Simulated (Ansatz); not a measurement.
Crystal: PbS.

```
CELL_PARAMETERS angstrom
2.07995 -5.99130 0.00000
2.07995 5.99130 0.00000
0.00000 0.00000 4.27932
ATOMIC_POSITIONS crystal
Pb 0.13056 0.86944 0.25000
Pb 0.86944 0.13056 0.75000
S 0.35480 0.64520 0.25000
S 0.64520 0.35480 0.75000
```

Measurements of this composition are mostly on another form, of space group No. 225.

| Property | Result |
| --- | --- |
| Program | Ansatz 0.2.0 |
| Task | relaxation of cell and atoms |
| Functional | revPBE |
| Potentials or basis | Ansatz PAW |
| Cutoff | 420 eV (not typed: the program's choice for these potentials) |
| k mesh | 7 × 7 × 6 |
| Occupations | fermi-dirac, width 0.05 eV |
| Spin | no spin polarisation |

At the start: volume 26.66 Å³/atom.

Where does the relaxation end?

It ends after 21 steps and the volume is 40.05 Å³/atom (+50.2 %); space group Cmcm (No. 63, to 0.05 Å).

The path:
```
step  energy change (eV)  largest force (eV/Å)  volume (Å³)
   1              0.0000                0.1245       106.65
   2             -0.0540                0.0967       117.82
   3             -0.0675                0.0232       117.93
   4             -0.0734                0.0454       119.62
   5             -0.0774                0.0454       122.24
   6             -0.0817                0.0191       126.49
   7             -0.0822                0.0067       127.79
   8             -0.0822                0.0027       128.67
   9             -0.0892                0.0039       128.67
  10             -0.0936                0.0097       131.95
  11             -0.0994                0.0457       137.73
  12             -0.1022                0.0200       140.60
  13             -0.1035                0.0727       145.59
  14             -0.1043                0.0049       146.64
  15             -0.1045                0.0010       146.49
  16             -0.1074                0.0016       146.49
  17             -0.1087                0.0185       150.39
  18             -0.1095                0.0348       155.74
  19             -0.1098                0.0120       158.48
  20             -0.1098                0.0041       160.22
  21             -0.1108                0.0041       160.22
```

Final structure:
```cif
data_structure
_symmetry_space_group_name_H-M 'P 1'
_symmetry_Int_Tables_number 1
_cell_length_a 8.9589
_cell_length_b 8.9589
_cell_length_c 4.2933
_cell_angle_alpha 90.000
_cell_angle_beta 90.000
_cell_angle_gamma 152.293
_cell_volume 160.22
loop_
_atom_site_label
_atom_site_type_symbol
_atom_site_fract_x
_atom_site_fract_y
_atom_site_fract_z
_atom_site_occupancy
Pb1 Pb 0.16936 0.83064 0.25000 1
Pb2 Pb 0.83064 0.16936 0.75000 1
S1 S 0.32461 0.67539 0.25000 1
S2 S 0.67539 0.32461 0.75000 1
```

Caveat: the volume moved by over 15 % at a fixed basis, so the end points are rough; the plane-wave basis is chosen anew once the cell has moved, so the energies of steps on either side of that aren't comparable; the PAW data sets come from PBE, with cores solved anew for the run's functional, which leaves a small shift of forces and pressure.
